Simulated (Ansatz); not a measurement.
# Structure types of In compared at 16 GPa

Structure types of In are relaxed in primitive cells with their symmetry kept at 16 GPa, first on PAW files, then by LAPW. The enthalpy is E + pV at zero temperature, without zero-point motion. Only the types listed were tried, and differences under about 5 meV/atom are mesh noise. Not among the end structures: fcc, which may lie lower.

Level of theory: DFT with PBE, scalar-relativistic, in Ansatz 0.2.0; Fermi–Dirac smearing of 0.08 eV, no spin polarisation. LAPW: all electrons, basis error target 0.5 meV/atom; PAW: frozen-core files, cutoff 420 eV.

k meshes: bcc 15×15×15, hcp 14×14×8, omega 7×7×10, simple hexagonal 15×15×14, sc 13×13×13.

Task: Which type is lowest in enthalpy, and by how much?

Result: hcp, 11 meV/atom below bcc. The whole table:

```tsv
start type	ends as	a, b, c (Å)	V (Å³/atom)	H − H(lowest), LAPW (meV/atom)	same, PAW
bcc	bcc, Im-3m	3.516, 3.516, 3.516	21.73	11.2	11.2
hcp	hcp, P6_3/mmc	3.099, 3.099, 5.208	21.66	0.0	0.0
omega	omega, P6/mmm	4.988, 4.988, 3.036	21.81	19.7	19.6
simple hexagonal	simple hexagonal, P6/mmm	2.996, 2.996, 2.841	22.08	94.0	93.7
sc	sc, Pm-3m	2.833, 2.833, 2.833	22.73	227.2	226.8
```

Task: Split the lead of hcp over bcc into energy and pV.

Result: For bcc less hcp: ΔE = +4.9 meV/atom, and p·ΔV = 16 GPa × +0.0637 Å³ × 6.242 meV/(GPa·Å³) = +6.4 meV/atom, together 11.3 meV/atom. hcp wins on both counts.
